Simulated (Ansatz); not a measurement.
# Hg: the cost of one run

Program: Ansatz 0.2.0. Level of theory: DFT PBE+D3(BJ), scalar-relativistic, plane waves, PAW. These are calculated values, not measurements.

## 1. Starting point

The structure is hexagonal, space group P6/mmm (No. 191). The conventional cell has a = 4.540 Å, b = 4.540 Å, c = 3.870 Å, α = 90.00°, β = 90.00°, γ = 120.00°. Around Hg (site symmetry -6m2) lie 3 Hg at 2.62 Å. Hg (site symmetry 6/mmm) has 12 Hg at 3.26 Å as nearest neighbours.

Coordinates:

```xyz
3
Lattice="4.5400 0.0000 0.0000 -2.2700 3.9318 0.0000 0.0000 0.0000 3.8700" Properties=species:S:1:pos:R:3 pbc="T T T"
Hg    0.0000    2.6212    1.9350
Hg    0.0000    0.0000    0.0000
Hg    2.2700    1.3106    1.9350
```

The structure comes from the Crystallography Open Database.

(A quick probe on a coarse mesh, which set the mesh and smearing, is not shown.)

## 3. Coarse relaxation

input.yaml reads:

```yaml
crystal:
  lattice:
    - [4.54, 0.0, 0.0]
    - [-2.27, 3.9317553332, 0.0]
    - [0.0, 0.0, 3.87]
  atoms:
    - { symbol: Hg, position: [0.3333333333, 0.6666666667, 0.5] }
    - { symbol: Hg, position: [0.0, 0.0, 0.0] }
    - { symbol: Hg, position: [0.6666666667, 0.3333333333, 0.5] }
basis:
  ecutwfc: 420
kpoints:
  mp_grid: { grid: [6, 6, 6] }
hamiltonian:
  xc: pbe
  dispersion: d3bj
scf:
  occupations: { method: gaussian, width: 0.1 }
output:
  forces: true
  stress: true
  eigenvalues: true
relax:
  adjacent_minimum: "off"
  f_tol: 0.05
  max_steps: 80
  cell: { stress_tol: 0.5 }
```

On the command line:

```bash
$ ansatz run input.yaml --threads 1 --pin off --max-ram 2560MiB --backend cpu --events-out ev --progress --plain --runs-dir out
```

Q: Estimate wall time and peak memory on 1 thread of an x86-64 CPU, shared host.

About 20 s, with a peak of 0.4 GiB.
